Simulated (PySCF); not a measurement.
Predicted microwave data (B3LYP/def2-SVPD in PySCF (dipole) on a GFN2-xTB geometry, gas phase) for one isomer of C3H4N2:

- Rotational constants: A = 9729, B = 9652, C = 4845 MHz
- Dipole components: |μa| = 0.51 D, |μb| = 2.21 D, |μc| = 0.00 D
- Inertial defect: 0.00 u·Å²
- κ: 0.97

Question: Which structure is it? (One computed conformer of each.)
A. Z-3-amino-2-propenenitrile (`N#C/C=C\N`)
B. pyrazole (`c1cn[nH]c1`)

Answer: B. It is c1cn[nH]c1, a near-oblate asymmetric top, point group Cs. The candidates at the same level (rigid rotor, commonest isotopes):

| SMILES | A (MHz) | B (MHz) | C (MHz) | μa (D) | μb (D) | μc (D) | Δ (u·Å²) | point group | rotor |
| --- | --- | --- | --- | --- | --- | --- | --- | --- | --- |
| c1cn[nH]c1 | 9729 | 9652 | 4845 | 0.51 | 2.21 | 0.00 | 0.00 | Cs | near-oblate asymmetric top |
| N#C/C=C\N | 13295 | 3687 | 2889 | 5.10 | 0.65 | 0.49 | -0.15 | near Cs | asymmetric top |

`N#C/C=C\N` has B 62 % too low. In the right answer the mirror of this Cs structure is the ab plane, so μc vanishes by symmetry. No structure here is proved a minimum.
